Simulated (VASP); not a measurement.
# P (R-3m) in VASP: single point with PBEsol

Aim: the single point of P with PBEsol.

All numbers are computed with VASP 6.6.1; they aren't measurements. Logs are shortened: lines on timing, memory, paths and dates and some standing lists are left out, and cuts for length are marked.

### Step 1. The structure

Symmetry: R-3m, No. 166, trigonal system. The conventional cell has a = 3.451 Å, b = 3.451 Å, c = 9.389 Å, α = 90.00°, β = 90.00°, γ = 120.00°. Around P (site symmetry 3m) lie 3 P at 2.29 Å.

This isn't the form of P at room conditions, which is orthorhombic.

### Step 2. Single point, PBEsol

INCAR

```
SYSTEM = P
PREC = Accurate ; ENCUT = 520
EDIFF = 1E-7 ; ISMEAR = 0
SIGMA = 0.1 ; LREAL = .FALSE.
LASPH = .TRUE. ; NELM = 60
ALGO = Fast ; ISIF = 2
LWAVE = .FALSE. ; LCHARG = .FALSE.
GGA = PS ; NBANDS = 12
```

KPOINTS

```
regular mesh
0
G
  6 6 6
  0 0 0
```

POSCAR

```
P
1.0
    1.7257251780      0.9963478961      3.1296800121
   -1.7257251780      0.9963478961      3.1296800121
    0.0000000000     -1.9926957921      3.1296800121
P
2
Direct
    0.2270802500      0.2270802500      0.2270802500
    0.7729197500      0.7729197500      0.7729197500
```

Potentials or basis: VASP PAW PBE potentials, release 64 (P).

The run is started by

```sh
> cat potpaw_PBE.64/P/POTCAR > POTCAR
> mpirun -np 1 vasp_std > vasp.out
```

OUTCAR:

```text
SYSTEM = P
   PREC = Accurate
   ENCUT = 520
   EDIFF = 1E-7
   ISMEAR = 0
   LREAL = .FALSE.
   LASPH = .TRUE.
   NELM = 60
   ISIF = 2
   GGA = PS

 ion  position               nearest neighbor table
   1  0.227  0.227  0.227-   2 2.29   2 2.29   2 2.29   2 2.82   2 2.82   2 2.82
   2  0.773  0.773  0.773-   1 2.29   1 2.29   1 2.29   1 2.82   1 2.82   1 2.82

  LATTYP: Found a trigonal (rhomboedric) cell.
 ALAT       =     3.7102201415
 COS(alpha) =     0.5673129383

  Lattice vectors:

 A1 = (   1.7257251780,   0.9963478961,   3.1296800121)
 A2 = (  -1.7257251780,   0.9963478961,   3.1296800121)
 A3 = (   0.0000000000,  -1.9926957921,   3.1296800121)

Analysis of symmetry for initial positions (statically):
=====================================================================
 Subroutine PRICEL returns:
 Original cell was already a primitive cell.

 Routine SETGRP: Setting up the symmetry group for a
 trigonal (rhombohedral) supercell.

 Subroutine GETGRP returns: Found 12 space group operations
 (whereof 12 operations were pure point group operations)
 out of a pool of 12 trial point group operations.

The static configuration has the point symmetry D_3d.

Analysis of symmetry for dynamics (positions and initial velocities):
=====================================================================
 Subroutine PRICEL returns:
 Original cell was already a primitive cell.

 Routine SETGRP: Setting up the symmetry group for a
 trigonal (rhombohedral) supercell.

 Subroutine GETGRP returns: Found 12 space group operations
 (whereof 12 operations were pure point group operations)
 out of a pool of 12 trial point group operations.

The dynamic configuration has the point symmetry D_3d.

 Subroutine INISYM returns: Found 12 space group operations
 (whereof 12 operations are pure point group operations),
 and found     1 'primitive' translations

----------------------------------------------------------------------------------------

                                     Primitive cell

  volume of cell :      32.2875

  direct lattice vectors                    reciprocal lattice vectors
     1.725725178  0.996347896  3.129680012     0.289733271  0.167277582  0.106507161
    -1.725725178  0.996347896  3.129680012    -0.289733271  0.167277582  0.106507161
     0.000000000 -1.992695792  3.129680012     0.000000000 -0.334555164  0.106507161

  length of vectors
     3.710220141  3.710220141  3.710220141     0.351099605  0.351099605  0.351099605

  position of ions in fractional coordinates (direct lattice)
     0.227080250  0.227080250  0.227080250
     0.772919750  0.772919750  0.772919750

  ion indices of the primitive-cell ions
   primitive index   ion index
                 1           1
                 2           2

----------------------------------------------------------------------------------------

 KPOINTS: regular mesh

Automatic generation of k-mesh.
 Grid dimensions read from file:
 generate k-points for:    6    6    6

 Generating k-lattice:

  Cartesian coordinates                     Fractional coordinates (reciprocal lattice)
     0.048288878  0.027879597  0.017751194     0.166666667  0.000000000  0.000000000
    -0.048288878  0.027879597  0.017751194     0.000000000  0.166666667  0.000000000
     0.000000000 -0.055759194  0.017751194     0.000000000  0.000000000  0.166666667

  Length of vectors
     0.058516601  0.058516601  0.058516601

  Shift w.r.t. Gamma in fractional coordinates (k-lattice)
     0.000000000  0.000000000  0.000000000

 Subroutine IBZKPT returns following result:
 ===========================================

 Found     32 irreducible k-points:

 Following reciprocal coordinates:
            Coordinates               Weight
  0.000000  0.000000  0.000000      1.000000
  0.166667 -0.000000  0.000000      6.000000
  0.333333 -0.000000 -0.000000      6.000000
  0.500000 -0.000000  0.000000      3.000000
  0.166667  0.166667  0.000000      6.000000
  0.333333  0.166667 -0.000000     12.000000
[... 16 lines left out ...]
  0.500000  0.500000  0.166667      6.000000
 -0.333333  0.500000  0.166667     12.000000
 [... further k-points ...]
   k-points           NKPTS =     32   k-points in BZ     NKDIM =     32   number of bands    NBANDS=     12
   number of dos      NEDOS =    301   number of ions     NIONS =      2
   total plane-waves  NPLWV =  21952
   dimension x,y,z NGX =    28 NGY =   28 NGZ =   28
   dimension x,y,z NGXF=    56 NGYF=   56 NGZF=   56
   ions per type =               2
   NGX,Y,Z   is equivalent  to a cutoff of  12.55, 12.55, 12.55 a.u.
   NGXF,Y,Z  is equivalent  to a cutoff of  25.09, 25.09, 25.09 a.u.
 SYSTEM =  P
   PREC   = accura    normal or accurate (medium, high low for compatibility)
   ISTART =      0    job   : 0-new  1-cont  2-samecut
   ICHARG =      2    charge: 1-file 2-atom 10-const
   ISPIN  =      1    spin polarized calculation?
   LNONCOLLINEAR =      F non collinear calculations
   LSORBIT =      F    spin-orbit coupling
   LASPH  =      T    aspherical Exc in radial PAW
   ENCUT  =  520.0 eV  38.22 Ry    6.18 a.u.   6.90  6.90  6.90*2*pi/ulx,y,z
   NELM   =     60;   NELMIN=  2; NELMDL= -5     # of ELM steps
   EDIFF  = 0.1E-06   stopping-criterion for ELM
   LREAL  =      F    real-space projection
   EDIFFG = 0.1E-05   stopping-criterion for IOM
   NSW    =      0    number of steps for IOM
   IBRION =     -1    ionic relax: 0-MD 1-quasi-New 2-CG
   NFREE  =      0    steps in history (QN), initial steepest desc. (CG)
   ISIF   =      2    stress and relaxation
   ISYM   =      2    0-nonsym 1-usesym 2-fastsym
   POTIM  = 0.5000    time-step for ionic-motion
   TEBEG  =    0.0;   TEEND  =   0.0 temperature during run
   PSTRESS=    0.0 pullay stress
   NELECT =      10.0000    total number of electrons
   NUPDOWN=      -1.0000    fix difference up-down
   EMIN   =  10.00;   EMAX   =-10.00  energy-range for DOS
   EFERMI =   0.00;   METHOD = LEGACY
   ISMEAR =     0;   SIGMA  =   0.10  broadening in eV -4-tet -1-fermi 0-gaus
   EFERMI_NEDOS =   21; number of points for ismear=-14 and -15
   IALGO  =     68    algorithm
   IMIX   =      4    mixing-type and parameters
     AMIX     =   0.40;   BMIX     =  1.00
     AMIX_MAG =   1.60;   BMIX_MAG =  1.00
  volume/ion in A,a.u.               =      16.14       108.94
  Fermi-wavevector in a.u.,A,eV,Ry     =   1.107636  2.093128 16.692396  1.226857
  Thomas-Fermi vector in A             =   2.244152
   LORBIT       =      0    0 simple, 1 ext, 2 COOP (PROOUT), +10 PAW based schemes
   GGA     = PS    functional components
   LHFCALC =     F    Hartree Fock is set to
   AEXX    =    0.0000 exact exchange contribution
   IVDW    =     0    specifies the selected vdW correction
   LEPSILON=     F    determine dielectric tensor
   LRPA    =     F    only Hartree local field effects (RPA)
 non-spin polarized calculation
 RMM-DIIS sequential band-by-band and
 Gauss-broadening in eV      SIGMA  =   0.10
  energy-cutoff  :      520.00
  volume of cell :       32.29
 maximum number of plane-waves:       883
   NGX = 13   NGY = 13   NGZ = 13

 number of electron      10.0000000 magnetization

 Free energy of the ion-electron system (eV)
  ---------------------------------------------------
  ext. energy  EPLUGINS =         0.00000000
  ---------------------------------------------------
  free energy    TOTEN  =       -11.58623806 eV

  energy without entropy =      -11.58448862  energy(sigma->0) =      -11.58536334

 E-fermi :   8.9675     XC(G=0): -10.8752

 val. band max:        8.9061161855   @ k =   0.5000   0.5000   0.0000
 cond. band min:       8.9796008149   @ k =   0.3333   0.3333   0.3333
 fundamental gap:      0.0734846293
 Fermi energy:         8.9675388064

 k-point     1 :       0.0000    0.0000    0.0000
  band No.  band energies     occupation
      1      -7.6169      2.00000
      2       5.3087      2.00000
      3       5.7527      2.00000
      4       6.0376      2.00000
      5       6.0376      2.00000
      6      10.2407      0.00000
      7      11.5464      0.00000
      8      11.5464      0.00000
      9      14.6732      0.00000
     10      14.6732      0.00000
     11      15.9983      0.00000
     12      16.0426      0.00000

 k-point     2 :       0.1667   -0.0000    0.0000
  band No.  band energies     occupation
      1      -7.1669      2.00000
      2       2.7097      2.00000
      3       5.5499      2.00000
      4       5.7246      2.00000
      5       7.1461      2.00000
      6      10.6138      0.00000
      7      11.2001      0.00000
      8      11.4827      0.00000
      9      13.4066      0.00000
     10      14.2576      0.00000
     11      14.6062      0.00000
     12      18.8045      0.00000

 k-point     3 :       0.3333   -0.0000   -0.0000
  band No.  band energies     occupation
      1      -5.8435      2.00000
      2      -0.6000      2.00000
      3       5.2597      2.00000
      4       5.4243      2.00000
      5       7.8852      2.00000
      6       9.4374      0.00000
      7       9.8061      0.00000
      8       9.9527      0.00000
      9      15.3983      0.00000
     10      16.3624      0.00000
     11      16.7477      0.00000
     12      22.2999      0.00000

 k-point     4 :       0.5000   -0.0000    0.0000
  band No.  band energies     occupation
      1      -4.1540      2.00000
      2      -3.0132      2.00000
      3       5.0786      2.00000
      4       5.5206      2.00000
      5       8.2038      2.00000
      6       8.6676      1.99998
      7       9.0309      0.37026
      8       9.4242      0.00000
      9      17.6450      0.00000
     10      18.6093      0.00000
     11      20.6134      0.00000
     12      20.6669      0.00000

 k-point     5 :       0.1667    0.1667    0.0000
  band No.  band energies     occupation
      1      -7.0581      2.00000
      2       2.8732      2.00000
      3       4.5410      2.00000
      4       5.1462      2.00000
      5       7.7734      2.00000
      6       9.9961      0.00000
      7      10.8841      0.00000
      8      12.6094      0.00000
      9      13.8210      0.00000
     10      15.2694      0.00000
     11      15.5403      0.00000
     12      17.3071      0.00000
[... 228 lines left out ...]
      1      -3.6524      2.00000
      2      -2.1680      2.00000
      3       2.3536      2.00000
      4       2.4388      2.00000
      5       7.3901      2.00000
      6       9.7316      0.00000
      7      12.8904      0.00000
      8      13.8980      0.00000
      9      14.9990      0.00000
     10      16.5670      0.00000
     11      21.0180      0.00000
     12      21.5552      0.00000

 k-point    22 :      -0.1667    0.3333    0.1667
  band No.  band energies     occupation
      1      -4.7196      2.00000
      2      -1.0111      2.00000
      3       2.4244      2.00000
      4       4.0546      2.00000
      5       6.1369      2.00000
      6      10.2719      0.00000
      7      11.6110      0.00000
      8      12.8505      0.00000
      9      15.2034      0.00000
     10      18.1499      0.00000
     11      18.9221      0.00000
     12      20.9252      0.00000

 k-point    23 :       0.5000    0.5000    0.1667
  band No.  band energies     occupation
      1      -4.6102      2.00000
      2      -0.4681      2.00000
      3       1.2444      2.00000
      4       3.8957      2.00000
      5       5.1574      2.00000
      6      10.0573      0.00000
      7      13.2542      0.00000
      8      15.6799      0.00000
      9      15.9168      0.00000
     10      19.5253      0.00000
     11      19.9578      0.00000
     12      19.9636      0.00000

 k-point    24 :      -0.3333    0.5000    0.1667
  band No.  band energies     occupation
      1      -3.5815      2.00000
      2      -1.5069      2.00000
      3       1.2563      2.00000
      4       2.3099      2.00000
      5       6.2297      2.00000
      6      10.9485      0.00000
      7      11.9712      0.00000
      8      15.7668      0.00000
      9      16.0792      0.00000
     10      17.4317      0.00000
     11      20.5717      0.00000
     12      22.0080      0.00000

 [... further k-points ...]

------------------------ aborting loop because EDIFF is reached ----------------------------------------

  FORCE on cell =-STRESS in cart. coord.  units (eV):
  Direction    XX          YY          ZZ          XY          YZ          ZX
  --------------------------------------------------------------------------------------
  -------------------------------------------------------------------------------------
  Total       -0.3375333     -0.3375333     -0.5810390      0.0000000     -0.0000000      0.0000000
  in kB      -16.7491731    -16.7491731    -28.8324847      0.0000000     -0.0000000      0.0000000
  external PRESSURE =     -20.7769436 kB  Pullay stress =       0.0000000 kB

 VOLUME and BASIS-vectors are now :
 -----------------------------------------------------------------------------
  energy-cutoff  :      520.00
  volume of cell :       32.29
      direct lattice vectors                 reciprocal lattice vectors
     1.725725178  0.996347896  3.129680012     0.289733271  0.167277582  0.106507161
    -1.725725178  0.996347896  3.129680012    -0.289733271  0.167277582  0.106507161
     0.000000000 -1.992695792  3.129680012     0.000000000 -0.334555164  0.106507161

 POSITION                                       TOTAL-FORCE (eV/Angst)
 -----------------------------------------------------------------------------------
      0.00000      0.00000      2.13207         0.000000      0.000000      0.039857
      0.00000      0.00000      7.25697         0.000000     -0.000000     -0.039857
 -----------------------------------------------------------------------------------
    total drift:                                0.000000     -0.000000     -0.000000

  FREE ENERGIE OF THE ION-ELECTRON SYSTEM (eV)
  ---------------------------------------------------
  free  energy   TOTEN  =       -11.5862380628 eV

  energy  without entropy=      -11.5844886215  energy(sigma->0) =      -11.58536334
```

Run time: 24 s. Hardware: 1 thread of AMD EPYC, shared host; peak memory 0.11 GiB.

What came out:

| Property | Result |
| --- | --- |
| Free energy | -11.5862 eV |
| Pressure | -2.1 GPa |
| Largest force | 0.040 eV/Å |
| Band gap on the k mesh | none (metal or under the smearing width) |

Forces on the atoms (eV/Å):
```
P    0.000  0.000  0.040
P    0.000  0.000 -0.040
```

Caveat: the k mesh is coarse (spacing up to 0.37 Å⁻¹), so the values aren't converged; the PAW data sets were made with another functional, which shifts forces and pressure a little.
